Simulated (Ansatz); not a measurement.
Runs of Ansatz 0.2.0 on GaAs. Symmetry: F-43m, No. 216, cubic system. Conventional cell: a = 5.654 Å, b = 5.654 Å, c = 5.654 Å, α = 90.00°, β = 90.00°, γ = 90.00°. As (site symmetry -43m) has 4 Ga at 2.45 Å as nearest neighbours. Ga (site symmetry -43m) has 4 As at 2.45 Å as nearest neighbours. 

```tsv
task	level	potentials or basis	cell	k mesh	cutoff (eV)	smearing	points for each segment of the path	atoms under strain	mesh quality	gap on the mesh (eV)	pressure (GPa)	V0 of scaled cells (Å³/atom)	relaxed volume (Å³/atom)	B0 (GPa)
band structure	SVWN5	Ansatz PAW	as given	8 × 8 × 8	420	fermi-dirac 0.05 eV	14	-	not flagged	0.28	-2.0	-	-	-
equation of state	r2SCAN50	Ansatz PAW	as given	4 × 4 × 4	500	fermi-dirac 0.05 eV	-	-	coarse	-	-	22.23	-	86
relaxation of cell and atoms	RPBE	Ansatz PAW	relaxed	8 × 8 × 8	420	fermi-dirac 0.05 eV	-	-	not flagged	-	0.0	-	(d)	-
relaxation of cell and atoms	r2SCAN+rVV10	Ansatz PAW	relaxed	8 × 8 × 8	500	fermi-dirac 0.05 eV	-	-	not flagged	1.03	0.0	-	22.51	-
equation of state	PBEsol+D3(BJ)	Ansatz PAW	as given	8 × 8 × 8	420	fermi-dirac 0.05 eV	-	-	not flagged	-	-	21.98	-	75
elastic constants	LDA	Ansatz PAW	as given	7 × 7 × 7	420	fixed	-	relaxed	not flagged	0.28	-1.9	-	-	-
equation of state	LDA	PseudoDojo LDA	as given	8 × 8 × 8	1088	fermi-dirac 0.05 eV	-	-	not flagged	-	-	(a)	-	(c)
relaxation of cell and atoms	revPBE+D3(BJ)	Ansatz PAW	relaxed	8 × 8 × 8	420	fermi-dirac 0.05 eV	-	-	not flagged	0.62	0.0	-	22.55	-
band structure	r2SCAN50	Ansatz PAW	as given	5 × 5 × 5	500	fermi-dirac 0.05 eV	4	-	not flagged	(b)	-1.6	-	-	-
band structure	HF	Ansatz PAW	as given	5 × 5 × 5	420	fermi-dirac 0.05 eV	4	-	not flagged	7.19	4.8	-	-	-
relaxation of cell and atoms	BLYP+D4	Ansatz PAW	relaxed	8 × 8 × 8	420	fermi-dirac 0.05 eV	-	-	not flagged	-	0.0	-	22.85	-
```

Alike in all rows: no spin polarisation.

**Question.** Estimate the missing entries.

**Answer.** (a) 21.96; (b) 3.72; (c) 74; (d) 24.45.

Caveats: some runs use coarse meshes; the PAW data sets come from PBE, with cores solved anew for the run's functional, which leaves a small shift of forces and pressure (some runs); the plane-wave basis is chosen anew once the cell has moved, so the energies of steps on either side of that aren't comparable (some runs); the thresholds are loose for stress (some runs); the PAW data sets were made with another functional, which shifts forces and pressure a little (some runs); odd divisions of the mesh miss points on the zone boundary, where band edges often lie, so the gap on the mesh can be too wide (some runs).

A k mesh can miss the band edges, and the runs leave out spin-orbit coupling on As, Ga.

Runs at the PBE level aren't shown here.
